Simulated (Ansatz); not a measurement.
## Nb: the change of energy above lowest point and pressure with volume per atom

Results calculated with Ansatz 0.2.0 development build, not measured. Equation of state of a cubic crystal from periodic Kohn-Sham density functional theory without spin; pressure corrected for the finite basis.

Cell of the first row (space group Fd-3m, No. 227):
```
CELL_PARAMETERS angstrom
0.00000 2.89540 2.89540
2.89540 0.00000 2.89540
2.89540 2.89540 0.00000
ATOMIC_POSITIONS crystal
Nb 0.00000 0.00000 0.00000
Nb 0.25000 0.25000 0.25000
```

Settings of every row: formula Nb; structure type diamond; functional PBE; spin treatment none; k mesh 11x11x11; occupation method fermi-dirac; occupation width 0.061225619 eV; wave cutoff 420 eV; datasets soft-1 PAW; density cutoff ratio 4.

Limits: a cubic model structure, not a phase known at ambient conditions; modest k-mesh, values are not fully converged in k; some atoms lie unusually close (a squeezed, shaken or made-up cell).

```
row  volume per atom (Å³)  energy above lowest point (meV/atom)  pressure (GPa)
  1                24.274                                 20.45           4.536
  2                24.791                                     ?               ?
  3                25.307                                  1.98           1.314
  4                25.823                                     0          -0.065
  5                 26.34                                  2.27          -1.323
  6                26.856                                   8.4          -2.465
  7                27.373                                 18.04          -3.497
```

Question: what energy above lowest point and pressure should row 2 give?

Worked fit of energy above lowest point. Take u = (V_r/V)^(2/3) − 1 with V_r = 26.081 Å³ an atom, which is twice the finite (Eulerian) strain; such expansions in the strain, on which the Birch-Murnaghan equation of state is built, carry the rest volume and the bulk modulus. The shown rows have u = 0.04903, 0.02029, 0.00665, -0.00657, -0.01933, -0.03172. Least squares give energy above lowest point = 0.628 − 172.89 × u + 11823.6 × u² − 1049 × u³ meV/atom; a parabola predicts inner rows, each left out in turn, worse (root mean square 0.022 against 0.0069 meV/atom). All shown rows lie on it to the printed digit. Its lowest point lies at u = 0.0073, or V = 25.8 Å³ an atom, and the curvature there gives the bulk modulus at fixed shape and fractions, B = (4/9)(1 + u)² E″(u)/V = 66.1 GPa. The withheld row has u = 0.0344, so the fit gives 0.628 − 172.89 × (0.0344) + 11823.6 × (0.0344)² − 1049 × (0.0344)³ = 8.63 meV/atom.

The calculation gave 8.62 meV/atom. The fit lies 0.01 meV/atom (0.049 % of the column's range) above it, one unit of the last digit.

Worked fit of pressure. Take u = (V_r/V)^(2/3) − 1 with V_r = 26.081 Å³ an atom, which is twice the finite (Eulerian) strain; such expansions in the strain, on which the Birch-Murnaghan equation of state is built, carry the rest volume and the bulk modulus. The shown rows have u = 0.04903, 0.02029, 0.00665, -0.00657, -0.01933, -0.03172. Least squares give pressure = −0.7115 + 95.313 × u + 238.18 × u² GPa; a straight line predicts inner rows, each left out in turn, worse (root mean square 0.16 against 0.0062 GPa). The rows lie off it by 0.002, -0.006, 0.002, 0.004, 0.000, -0.002 (root mean square 0.0033 GPa). The pressure vanishes at u = 0.0073, or V = 25.8 Å³ an atom, and there the bulk modulus at fixed shape and fractions is B = −V dP/dV = (2/3)(1 + u) dP/du = 66.4 GPa. The withheld row has u = 0.0344, so the fit gives −0.7115 + 95.313 × (0.0344) + 238.18 × (0.0344)² = 2.849 GPa.

The calculation gave 2.834 GPa. The fit lies 0.015 GPa (0.19 % of the column's range) above it; its largest miss of a shown row is 0.006 GPa.
